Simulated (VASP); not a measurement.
Ni3Ge, 4 atoms in the cell. It takes space group Pm-3m (No. 221, cubic). The conventional cell has a = 3.530 Å, b = 3.530 Å, c = 3.530 Å, α = 90.00°, β = 90.00°, γ = 90.00°. Ni (site symmetry 4/mmm) has 8 Ni at 2.50 Å and 4 Ge at 2.50 Å as nearest neighbours. Ge (site symmetry m-3m) is surrounded by 12 Ni at 2.50 Å. The cell comes from a database or a generator and needn't be the stable form of this composition.

* Program: VASP 6.6.1
* Task: single point
* Functional: r2SCAN
* Potentials or basis: VASP PAW PBE potentials, release 64 (Ni, Ge_d)
* Cutoff: 520 eV
* k mesh: 12 × 12 × 12
* Occupations: gaussian, width 0.1 eV
* Spin: no spin polarisation
* Dipole correction: no
* Further INCAR settings: ALGO = Normal; EDIFF = 1e-06; NBANDS = 30

Potentials or basis: VASP PAW PBE potentials, release 64 (Ni, Ge_d).

Run with:

```sh
$ cat potpaw_PBE.64/Ni/POTCAR potpaw_PBE.64/Ge_d/POTCAR > POTCAR
$ cp INCAR.step1 INCAR
$ mpirun -np 1 vasp_std > vasp.out
$ cp INCAR.step2 INCAR
$ mpirun -np 1 vasp_std > vasp.out
```

Hardware: 1 thread of Intel(R) Xeon(R) 6975P-C (Granite Rapids), with other jobs on the host.

Task: Estimate the wall time of this run.

Result: It took 2.5 min on 1 thread of Intel(R) Xeon(R) 6975P-C (Granite Rapids), on a shared host, peak memory 0.23 GiB. Counts: scf iterations 10, k points 84.
